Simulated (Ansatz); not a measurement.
# HfO2 — field gradients at the nuclei

The cell is a computed structure from the Materials Project (it need not be an observed phase).

```xyz
12
Lattice="5.0803 0.0000 0.0000 0.0000 5.1649 0.0000 0.0000 0.0000 4.8909" Properties=species:S:1:pos:R:3 pbc="T T T"
Hf    1.4093    1.4555    3.5602
Hf    3.9495    1.1270    1.3307
Hf    3.6710    3.7094    3.5602
Hf    1.1308    4.0379    1.3307
O     2.5402    2.5824    2.0756
O     0.0000    0.0000    2.8153
O     2.5402    0.0000    2.4990
O     0.0000    2.5824    2.3919
O     1.5911    3.4277    4.3796
O     4.1312    4.3196    0.5113
O     3.4892    1.7372    4.3796
O     0.9491    0.8452    0.5113
```

Sites (sets of like atoms) are named by element and the number of their first atom in this list.

Method: Kohn–Sham DFT in Ansatz, PBE, plane waves and PAW (field gradients read without the response of the frozen cores, which leaves them typically 4 to 6 % off), scalar-relativistic, 420 eV cutoff, Γ-centred 4×4×4 k-points, Fermi–Dirac smearing 0.02 eV.

Conventions: |V_zz| ≥ |V_yy| ≥ |V_xx|, η = (V_xx − V_yy)/V_zz, C_Q = eQV_zz/h. Directions are in the Cartesian axes of the cell vectors above, for the atom listed; none is given where the gradient is under 0.02 or η is above 0.95.

(1) What field gradients does the calculation give at each kind of site?

## Answers

(1) 

```csv
site,first atom,first shell,V_zz (10²¹ V/m²),η,"direction of V_zz (x, y, z)"
Hf,1,7 O at 1.99–2.25 Å,21.1,0.48,0.90 -0.44 0.07
O5,5,4 Hf at 2.16–2.18 Å,-2.34,0.67,0.81 0.58 0.00
O7,7,4 Hf at 2.13–2.15 Å,-1.16,0.60,1.00 -0.01 0.00
O9,9,3 Hf at 1.99–2.25 Å; also 3 Hf at 3.12–3.30 Å,-5.15,0.45,0.47 -0.51 0.72
```

At O9 V_zz stands upright on the plane through its three neighbours (within 10°).

At this cell the PBE pressure is 10 GPa, so with PBE the cell would grow if it were relaxed. The entry's cell may itself be off. Without spin–orbit coupling the gradients at and beside Hf can be off by some per cent, at some sites by more.

Hardware: 1 thread of Intel Xeon Platinum 8259CL CPU @ 2.50GHz (Skylake/Cascade Lake) (x86_64; 16 cores open to the job, memory cap 3.0 GiB, no GPU), a shared host with a load of 0.3 a core. Wall time 36 s, CPU time 36 s, peak memory 0.55 GiB.
